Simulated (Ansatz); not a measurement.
# HfS₂: the gap under strain, fitted and tested

Plane-wave DFT in Ansatz, PBE+D3(BJ), scalar-relativistic PAW potentials, cutoff 420 eV, no spin-orbit coupling; no spin polarisation. HfS₂ in space group P-3m1. Biaxial strain in the a-b plane; c and atoms relaxed (conventional cell); Kohn–Sham gaps sought over the whole zone.

```tsv
strain (%)	space group	gap (eV)
-4.5	P-3m1	0.277
-3.0	P-3m1	0.549
-1.5	P-3m1	0.757
+0.0	P-3m1	0.853
+1.5	P-3m1	0.932
+3.0	P-3m1	1.009
+4.5	P-3m1	?
```

Question: Fit the given gaps and predict the missing one.

Answer: Next to zero the slopes are +64 meV per % on the compressed side and +53 on the stretched side. No break shows at zero, so all given rows go into a parabola: E_g = 0.871 +0.0757 ε -0.01183 ε² eV (ε in %; scatter 20 meV). At +4.5 % this gives 0.972 eV; the run gave 1.072 eV, 100 meV away. The fit is poor: the slope drops sharply between -3.0 and -1.5 %, the mark of another band or valley taking over an edge, which one smooth curve can't follow.

Spin-orbit coupling, left out, matters for bands of heavy elements.

Cost: about 4 core-minutes for the runs cited, on Arm Neoverse V2 (shared hosts).